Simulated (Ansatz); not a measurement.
Si: stiffness from a series of strains

```yaml
crystal:
  lattice:
    - [-2.25100, 2.36850, 1.27500]
    - [2.25100, -2.36850, 1.27500]
    - [2.25100, 2.36850, -1.27500]
  atoms:
    - { symbol: Si, position: [0.80700, 0.55700, 0.25000] }
    - { symbol: Si, position: [0.19300, 0.44300, 0.75000] }
```

Atoms are numbered in the order listed.

The cell comes from COD entry 9011656, which wasn't checked; take it as a given geometry.

Computed with Ansatz 0.2.0, DFT, PBE, all-electron LAPW, scalar-relativistic.

The runs use a Γ-centred 16×16×16 k mesh, Fermi–Dirac smearing of 0.05 eV, basis error target 0.5 meV/atom, no spin polarisation.

The strain is applied along the Cartesian axes of the cell as listed (the other components stay zero). Fractional coordinates are held (clamped ions).

σ is the change of stress from the unstrained cell, which is at 15.74 GPa; tension is positive, so slopes are stress–strain coefficients at that pressure. In a metal the k mesh adds noise.

Only quantities that a quadratic follows smoothly over the whole series are listed; rougher ones are left out.

```
    εzz  σzz (GPa)  σxx (GPa)
-0.0300      -8.23      -4.86
-0.0200      -5.32      -3.26
 0.0000       0.00       0.00
 0.0100       2.45       1.58
 0.0200       4.81       3.00
 0.0300       6.82       4.45
```

Task: Fit the series and read off the stiffness at zero strain.

Result: Least-squares fits y = p0 + p1 x + p2 x² to the rows give σzz (GPa): p1 = 252, p2 = -800; σxx (GPa): p1 = 156, p2 = -240. So C33 = 252 GPa and C13 = 156 GPa, for these axes.

Task: One run, at εzz = -0.0100, is withheld. Predict its row.

Result: The fits give -2.57, -1.58; the run gave -2.61, -1.66.
